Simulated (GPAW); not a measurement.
Crystal: TaN.

```
Ta N
1.0
     2.92177    0.00000    0.00000
    -1.46088    2.53033    0.00000
     0.00000    0.00000    5.91652
Ta N
2 2
Direct
  0.00000 0.00000 0.50000
  0.00000 0.00000 0.00000
  0.33333 0.66667 0.25000
  0.66667 0.33333 0.75000
```

The cell comes from a database or a generator and needn't be the stable form of this composition.

Base run:

```yaml
Program: GPAW 26.7.0
Functional: PBEsol
Potentials_or_basis: PAW data sets generated in the run's folder for this functional
Cutoff: 800 eV
Basis: pw
k_mesh: 7 × 7 × 4
Occupations: fermi-dirac, width 0.05 eV
Spin: no spin polarisation
Hubbard_terms: Ta d U = 4 eV
```

Its results: band gap on the k mesh none (metal or under the smearing width); pressure 0.1 GPa.

**Question.** The run is repeated on the same cell with these changes: hubbard terms from Ta d U = 4 eV to Ta d U = 5 eV. What comes out?

**Answer.** Band gap on the k mesh none (metal or under the smearing width); pressure 3.1 GPa.

Caveats: U without spin polarisation on a metal has little footing.
